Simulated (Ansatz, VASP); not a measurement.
**MoH5 in VASP and in Ansatz**

```
H Mo
1.0
     3.05064    0.00000    0.00000
     0.00000    3.05064    0.00000
     0.00000    0.00000    3.44261
H Mo
5 1
Direct
  0.00000 0.50000 0.50000
  0.50000 0.00000 0.50000
  0.00000 0.00000 0.86526
  0.00000 0.00000 0.13474
  0.50000 0.50000 0.50000
  0.50000 0.50000 0.00000
```

Alike in both runs: task relaxation of cell and atoms; functional PBE; k mesh 6 × 6 × 6; occupations gaussian, width 0.1 eV; no spin polarisation.

|  | VASP | Ansatz |
| --- | --- | --- |
| version | VASP 6.6.1 | Ansatz 0.2.0 |
| potentials or method | VASP PAW PBE potentials, release 64 (H, Mo_sv) | scalar-relativistic, plane waves, PAW |
| plane-wave cutoff (eV) | 600 | 420 |
| valence electrons in the cell | 19 | 19 |

Ansatz gave:

```
gap on the k mesh at the Fermi level, each at its own relaxed structure (eV) : none
relaxed volume (Å³/atom)                                                     : 5.29
relaxed cell length with the largest relative difference (Å)                 : 3.029
```

Question: Estimate VASP's values.

Answer: gap on the k mesh at the Fermi level, each at its own relaxed structure (eV): none; relaxed volume (Å³/atom): 5.33; relaxed cell length with the largest relative difference (Å): 3.045.

A gap of «none» marks a metal or a gap that the smearing closes.
